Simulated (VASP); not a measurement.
# AlN (P6_3mc) in VASP: a series of runs

One crystal, AlN, is run at these levels: PBEsol; tasks: single point, relaxation of cell and atoms.

Program: VASP 6.6.1. These are calculated values, not measurements. Logs are shortened: lines on timing, memory, paths and dates and some standing lists are left out, and cuts for length are marked.

**Measured values to compare with.**

“Structural and optical properties of self-assembled AlN nanowires grown on SiO2/Si substrates by molecular beam epitaxy”, 2024, arxiv:2402.00216 quotes, for a bulk crystal of AlN at 0 K: band gap 6.0343 eV (an exciton energy, a little under the gap).

How close the calculation comes is told below.

### 1 The crystal as given

Symmetry: P6_3mc, No. 186, hexagonal system. The conventional cell has a = 3.113 Å, b = 3.113 Å, c = 4.981 Å, α = 90.00°, β = 90.00°, γ = 120.00°. Around Al (site symmetry 3m) lie 4 N at 1.89 Å. N (site symmetry 3m) is surrounded by 4 Al at 1.89 Å.

### 2 Single point, PBEsol (cell and atoms relaxed tightly for response)

Input file INCAR:

```
SYSTEM = AlN
PREC = Accurate
ENCUT = 520
EDIFF = 1E-6
ISMEAR = 0
SIGMA = 0.01
LREAL = .FALSE.
LASPH = .TRUE.
NELM = 60
ALGO = Fast
ISIF = 2
LWAVE = .FALSE.
LCHARG = .FALSE.
GGA = PS
NBANDS = 16
```

Input file KPOINTS:

```
Automatic mesh
0
G
  9 9 6
  0 0 0
```

Input file POSCAR:

```
AlN
1.0
    3.1138126630      0.0000000000      0.0000000000
   -1.5569063315      2.6966408688      0.0000000000
    0.0000000000      0.0000000000      4.9833864622
Al N
2 2
Direct
    0.3333333333      0.6666666667     -0.0009968572
    0.6666666667      0.3333333333      0.4990031428
    0.3333333333      0.6666666667      0.3809968572
    0.6666666667      0.3333333333      0.8809968572
```

Potentials or basis: VASP PAW PBE potentials, release 64 (Al, N).

Launch:

```console
$ cat potpaw_PBE.64/Al/POTCAR potpaw_PBE.64/N/POTCAR > POTCAR
$ mpirun -np 1 vasp_std > vasp.out
```

OUTCAR:

```text
SYSTEM = AlN
   PREC = Accurate
   ENCUT = 520
   EDIFF = 1E-6
   ISMEAR = 0
   LREAL = .FALSE.
   LASPH = .TRUE.
   NELM = 60
   ISIF = 2
   GGA = PS

 ion  position               nearest neighbor table
   1  0.333  0.667  0.999-   4 1.89   4 1.89   4 1.89   3 1.90   2 3.07   2 3.07   2 3.07   2 3.07
                             2 3.07   2 3.07
   2  0.667  0.333  0.499-   3 1.89   3 1.89   3 1.89   4 1.90   1 3.07   1 3.07   1 3.07   1 3.07
                             1 3.07   1 3.07
   3  0.333  0.667  0.381-   2 1.89   2 1.89   2 1.89   1 1.90
   4  0.667  0.333  0.881-   1 1.89   1 1.89   1 1.89   2 1.90

  LATTYP: Found a hexagonal cell.
 ALAT       =     3.1138126630
 C/A-ratio  =     1.6004130632

  Lattice vectors:

 A1 = (   3.1138126630,   0.0000000000,   0.0000000000)
 A2 = (  -1.5569063315,   2.6966408688,   0.0000000000)
 A3 = (   0.0000000000,   0.0000000000,   4.9833864622)

Analysis of symmetry for initial positions (statically):
=====================================================================
 Subroutine PRICEL returns:
 Original cell was already a primitive cell.

 Routine SETGRP: Setting up the symmetry group for a
 hexagonal supercell.

 Subroutine GETGRP returns: Found 12 space group operations
 (whereof  6 operations were pure point group operations)
 out of a pool of 24 trial point group operations.

The static configuration has the point symmetry C_3v.
 The point group associated with its full space group is C_6v.

Analysis of symmetry for dynamics (positions and initial velocities):
=====================================================================
 Subroutine PRICEL returns:
 Original cell was already a primitive cell.

 Routine SETGRP: Setting up the symmetry group for a
 hexagonal supercell.

 Subroutine GETGRP returns: Found 12 space group operations
 (whereof  6 operations were pure point group operations)
 out of a pool of 24 trial point group operations.

The dynamic configuration has the point symmetry C_3v.
 The point group associated with its full space group is C_6v.

 Subroutine INISYM returns: Found 12 space group operations
 (whereof  6 operations are pure point group operations),
 and found     1 'primitive' translations

----------------------------------------------------------------------------------------

                                     Primitive cell

  volume of cell :      41.8447

  direct lattice vectors                    reciprocal lattice vectors
     3.113812663  0.000000000  0.000000000     0.321149699  0.185415865  0.000000000
    -1.556906332  2.696640869  0.000000000     0.000000000  0.370831731  0.000000000
     0.000000000  0.000000000  4.983386462     0.000000000  0.000000000  0.200666757

  length of vectors
     3.113812663  3.113812663  4.983386462     0.370831731  0.370831731  0.200666757

  position of ions in fractional coordinates (direct lattice)
     0.333333333  0.666666667  0.999003143
     0.666666667  0.333333333  0.499003143
     0.333333333  0.666666667  0.380996857
     0.666666667  0.333333333  0.880996857

  ion indices of the primitive-cell ions
   primitive index   ion index
                 1           1
                 2           2
                 3           3
                 4           4

----------------------------------------------------------------------------------------

 KPOINTS: Automatic mesh

Automatic generation of k-mesh.
 Grid dimensions read from file:
 generate k-points for:    9    9    6

 Generating k-lattice:

  Cartesian coordinates                     Fractional coordinates (reciprocal lattice)
     0.035683300  0.020601763  0.000000000     0.111111111  0.000000000  0.000000000
     0.000000000  0.041203526  0.000000000     0.000000000  0.111111111  0.000000000
     0.000000000  0.000000000  0.033444459     0.000000000  0.000000000  0.166666667

  Length of vectors
     0.041203526  0.041203526  0.033444459

  Shift w.r.t. Gamma in fractional coordinates (k-lattice)
     0.000000000  0.000000000  0.000000000

 Subroutine IBZKPT returns following result:
 ===========================================

 Found     48 irreducible k-points:

 Following reciprocal coordinates:
            Coordinates               Weight
  0.000000  0.000000  0.000000      1.000000
  0.111111 -0.000000  0.000000      6.000000
  0.222222 -0.000000  0.000000      6.000000
  0.333333 -0.000000  0.000000      6.000000
  0.444444 -0.000000  0.000000      6.000000
  0.111111  0.111111  0.000000      6.000000
[... 16 lines left out ...]
  0.333333  0.222222  0.166667     24.000000
  0.333333  0.333333  0.166667      4.000000
 [... further k-points ...]
   k-points           NKPTS =     48   k-points in BZ     NKDIM =     48   number of bands    NBANDS=     16
   number of dos      NEDOS =    301   number of ions     NIONS =      4
   total plane-waves  NPLWV =  23040
   dimension x,y,z NGX =    24 NGY =   24 NGZ =   40
   dimension x,y,z NGXF=    48 NGYF=   48 NGZF=   80
   ions per type =               2   2
   NGX,Y,Z   is equivalent  to a cutoff of  12.81, 12.81, 13.34 a.u.
   NGXF,Y,Z  is equivalent  to a cutoff of  25.63, 25.63, 26.69 a.u.
 SYSTEM =  AlN
   PREC   = accura    normal or accurate (medium, high low for compatibility)
   ISTART =      0    job   : 0-new  1-cont  2-samecut
   ICHARG =      2    charge: 1-file 2-atom 10-const
   ISPIN  =      1    spin polarized calculation?
   LNONCOLLINEAR =      F non collinear calculations
   LSORBIT =      F    spin-orbit coupling
   LASPH  =      T    aspherical Exc in radial PAW
   ENCUT  =  520.0 eV  38.22 Ry    6.18 a.u.   5.79  5.79  9.27*2*pi/ulx,y,z
   NELM   =     60;   NELMIN=  2; NELMDL= -5     # of ELM steps
   EDIFF  = 0.1E-05   stopping-criterion for ELM
   LREAL  =      F    real-space projection
   EDIFFG = 0.1E-04   stopping-criterion for IOM
   NSW    =      0    number of steps for IOM
   IBRION =     -1    ionic relax: 0-MD 1-quasi-New 2-CG
   NFREE  =      0    steps in history (QN), initial steepest desc. (CG)
   ISIF   =      2    stress and relaxation
   ISYM   =      2    0-nonsym 1-usesym 2-fastsym
   POTIM  = 0.5000    time-step for ionic-motion
   TEBEG  =    0.0;   TEEND  =   0.0 temperature during run
   PSTRESS=    0.0 pullay stress
   NELECT =      16.0000    total number of electrons
   NUPDOWN=      -1.0000    fix difference up-down
   EMIN   =  10.00;   EMAX   =-10.00  energy-range for DOS
   EFERMI =   0.00;   METHOD = LEGACY
   ISMEAR =     0;   SIGMA  =   0.01  broadening in eV -4-tet -1-fermi 0-gaus
   EFERMI_NEDOS =   21; number of points for ismear=-14 and -15
   IALGO  =     68    algorithm
   IMIX   =      4    mixing-type and parameters
     AMIX     =   0.40;   BMIX     =  1.00
     AMIX_MAG =   1.60;   BMIX_MAG =  1.00
  volume/ion in A,a.u.               =      10.46        70.60
  Fermi-wavevector in a.u.,A,eV,Ry     =   1.188233  2.245434 19.210019  1.411897
  Thomas-Fermi vector in A             =   2.324367
   LORBIT       =      0    0 simple, 1 ext, 2 COOP (PROOUT), +10 PAW based schemes
   GGA     = PS    functional components
   LHFCALC =     F    Hartree Fock is set to
   AEXX    =    0.0000 exact exchange contribution
   IVDW    =     0    specifies the selected vdW correction
   LEPSILON=     F    determine dielectric tensor
   LRPA    =     F    only Hartree local field effects (RPA)
 non-spin polarized calculation
 RMM-DIIS sequential band-by-band and
 Gauss-broadening in eV      SIGMA  =   0.01
  energy-cutoff  :      520.00
  volume of cell :       41.84
 maximum number of plane-waves:      1152
 NGX is ok and might be reduce to    24
   NGX = 11   NGY = 11   NGZ = 19

 number of electron      15.9999997 magnetization

 Free energy of the ion-electron system (eV)
  ---------------------------------------------------
  ext. energy  EPLUGINS =         0.00000000
  ---------------------------------------------------
  free energy    TOTEN  =       -31.31239857 eV

  energy without entropy =      -31.31239857  energy(sigma->0) =      -31.31239857

 E-fermi :   6.1086     XC(G=0): -11.0993

 val. band max:        6.0523684415   @ k =   0.0000   0.0000   0.0000
 cond. band min:      10.1628370351   @ k =   0.0000   0.0000   0.0000
 fundamental gap:      4.1104685936
 Fermi energy:         6.1086447571

 k-point     1 :       0.0000    0.0000    0.0000
  band No.  band energies     occupation
      1      -9.1099      2.00000
      2      -6.9297      2.00000
      3       0.0014      2.00000
      4       5.1736      2.00000
      5       5.1736      2.00000
      6       5.8279      2.00000
[... 8 lines left out ...]
     15      19.0705      0.00000
     16      19.0705      0.00000

 k-point     2 :       0.1111   -0.0000    0.0000
  band No.  band energies     occupation
      1      -8.9519      2.00000
      2      -6.8408      2.00000
      3       0.1891      2.00000
      4       4.4618      2.00000
      5       4.9739      2.00000
      6       5.1435      2.00000
[... 8 lines left out ...]
     15      18.9108      0.00000
     16      19.0844      0.00000

 k-point     3 :       0.2222   -0.0000    0.0000
  band No.  band energies     occupation
      1      -8.5028      2.00000
      2      -6.6180      2.00000
      3       0.7344      2.00000
      4       2.9487      2.00000
      5       3.8827      2.00000
      6       4.5645      2.00000
[... 8 lines left out ...]
     15      18.1034      0.00000
     16      18.8444      0.00000

 k-point     4 :       0.3333   -0.0000    0.0000
  band No.  band energies     occupation
      1      -7.8541      2.00000
      2      -6.4028      2.00000
      3       1.5040      2.00000
      4       1.5757      2.00000
      5       2.6987      2.00000
      6       4.1842      2.00000
[... 8 lines left out ...]
     15      18.0301      0.00000
     16      20.3080      0.00000

 k-point     5 :       0.4444   -0.0000    0.0000
  band No.  band energies     occupation
      1      -7.2370      2.00000
      2      -6.3840      2.00000
      3       0.6602      2.00000
      4       1.9514      2.00000
      5       2.4759      2.00000
      6       3.9657      2.00000
[... 8 lines left out ...]
     15      18.6018      0.00000
     16      21.2714      0.00000

 k-point     6 :       0.1111    0.1111    0.0000
  band No.  band energies     occupation
      1      -8.6478      2.00000
      2      -6.6843      2.00000
      3       0.5560      2.00000
      4       3.6262      2.00000
      5       3.8439      2.00000
      6       4.9070      2.00000
[... 8 lines left out ...]
     15      18.3843      0.00000
     16      19.0685      0.00000
[... 267 lines left out ...]
 k-point    21 :       0.4444    0.1111    0.1667
  band No.  band energies     occupation
      1      -6.9926      2.00000
      2      -6.4386      2.00000
      3       0.5343      2.00000
      4       1.5739      2.00000
      5       2.9861      2.00000
      6       3.7169      2.00000
[... 8 lines left out ...]
     15      18.6189      0.00000
     16      20.9225      0.00000

 k-point    22 :       0.2222    0.2222    0.1667
  band No.  band energies     occupation
      1      -7.4410      2.00000
      2      -6.4173      2.00000
      3       1.4139      2.00000
      4       1.6506      2.00000
      5       2.9337      2.00000
      6       3.3618      2.00000
[... 8 lines left out ...]
     15      18.1664      0.00000
     16      20.8751      0.00000

 k-point    23 :       0.3333    0.2222    0.1667
  band No.  band energies     occupation
      1      -6.9122      2.00000
      2      -6.4085      2.00000
      3       0.9995      2.00000
      4       1.6943      2.00000
      5       2.5095      2.00000
      6       3.5367      2.00000
[... 8 lines left out ...]
     15      18.6768      0.00000
     16      20.7326      0.00000

 k-point    24 :       0.3333    0.3333    0.1667
  band No.  band energies     occupation
      1      -6.5643      2.00000
      2      -6.5643      2.00000
      3       1.2835      2.00000
      4       1.8428      2.00000
      5       1.8428      2.00000
      6       3.3221      2.00000
[... 8 lines left out ...]
     15      18.9512      0.00000
     16      21.0097      0.00000

 [... further k-points ...]
[... 5 lines left out ...]
  --------------------------------------------------------------------------------------
  -------------------------------------------------------------------------------------
  Total       -0.0213421     -0.0213421     -0.0163173      0.0000000      0.0000000     -0.0000000
  in kB       -0.8171628     -0.8171628     -0.6247691      0.0000000      0.0000000     -0.0000000
  external PRESSURE =      -0.7530315 kB  Pullay stress =       0.0000000 kB

 VOLUME and BASIS-vectors are now :
 -----------------------------------------------------------------------------
  energy-cutoff  :      520.00
  volume of cell :       41.84
      direct lattice vectors                 reciprocal lattice vectors
     3.113812663  0.000000000  0.000000000     0.321149699  0.185415865  0.000000000
    -1.556906332  2.696640869  0.000000000     0.000000000  0.370831731  0.000000000
     0.000000000  0.000000000  4.983386462     0.000000000  0.000000000  0.200666757

 POSITION                                       TOTAL-FORCE (eV/Angst)
 -----------------------------------------------------------------------------------
     -0.00000      1.79776      4.97842        -0.000000      0.000000     -0.000282
      1.55691      0.89888      2.48673         0.000000      0.000000     -0.000282
     -0.00000      1.79776      1.89865        -0.000000      0.000000      0.000282
      1.55691      0.89888      4.39035         0.000000     -0.000000      0.000282
 -----------------------------------------------------------------------------------
    total drift:                               -0.000000      0.000000      0.000486

  FREE ENERGIE OF THE ION-ELECTRON SYSTEM (eV)
  ---------------------------------------------------
  free  energy   TOTEN  =       -31.3123985715 eV

  energy  without entropy=      -31.3123985715  energy(sigma->0) =      -31.31239857
```

Run time: 12 s. Hardware: 1 thread of Intel Xeon 6975P-C (Granite Rapids), shared host; peak memory 0.16 GiB.

What came out:

* Free energy: -31.3124 eV
* Pressure: -0.1 GPa
* Band gap on the k mesh: 4.11 eV, direct

Levels at points of the mesh, in eV from the valence-band top:
| k point | band 5 | band 6 | band 7 | band 8 | band 9 | band 10 | band 11 | band 12 |
| --- | --- | --- | --- | --- | --- | --- | --- | --- |
| (0.00, 0.00, 0.00) | -0.88 | -0.22 | -0.22 | 0.00 | 4.11 | 6.54 | 10.49 | 11.02 |
| (0.00, 0.00, 0.50) | -0.56 | -0.56 | -0.56 | -0.56 | 6.36 | 6.36 | 10.20 | 10.20 |

Caveat: the PAW data sets were made with another functional, which shifts forces and pressure a little; an odd mesh through Γ misses points on the zone boundary, where band edges often lie.

[end of part 1 of 3]
